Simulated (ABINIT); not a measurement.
A run of ABINIT 10.8.3 (patched build) is set up as follows.

run.abi

```
# Datasets: one volume each
ndtset 7
getwfk -1
scalecart1 3*0.9795861087
scalecart2 3*0.9864848297
scalecart3 3*0.9932883884
scalecart4 3*1.0000000000
scalecart5 3*1.0066227096
scalecart6 3*1.0131594038
scalecart7 3*1.0196128224

# Pseudopotentials
pp_dirpath "./"
pseudos "Te.GGA_PBE-JTH.xml, Sn.GGA_PBE-JTH.xml"

# Structure
acell 8.4205719959 8.4205719959 8.4205719959
rprim
     0.0000000000     0.7071067812     0.7071067812
     0.7071067812     0.0000000000     0.7071067812
     0.7071067812     0.7071067812     0.0000000000
ntypat 2
znucl 52 50
natom 2
typat 1 2
xred
     0.5000000000     0.5000000000     0.5000000000
     0.0000000000     0.0000000000     0.0000000000

# Plane-wave basis
ecut 26.0
pawecutdg 48.0

# k points
kptopt 1
ngkpt 7 7 7
nshiftk 1
shiftk 0.0 0.0 0.0

# Exchange and correlation
ixc -497498
usekden 1
pawxcdev 0

# Bands and occupations
nband 14
occopt 3
tsmear 0.00183747

# SCF cycle
nstep 100
tolvrs 1.0e-7

# Output
iomode 3
prtwf 1
prtden 0
prteig 0
prtebands 0
```

Potentials or basis: JTH PAW PBE v2.0.

Run with:

```bash
$ abinit run.abi > log 2>&1
```

Q: Predict the pressure derivative of the bulk modulus.

A: 4.9.

Q: What does it give for the equilibrium volume?

A: 32.25 Å³/atom.

Q: Predict the bulk modulus.

A: 43 GPa.

Energy against volume, from the lowest point:
```tsv
volume (Å³/atom)	energy (meV/atom)
29.404	40.42
30.030	23.47
30.656	11.48
31.281	3.88
31.907	0.20
32.532	0.00
33.158	2.97
```

Caveat: pressures at fixed basis lie under the slope of the energies; this odd mesh misses L, where the gap lies, so gap, dielectric constants and Born charges aren't listed; the PAW data sets were made with another functional, which shifts forces and pressure a little. Spin-orbit coupling is left out, which matters for the levels of Te.
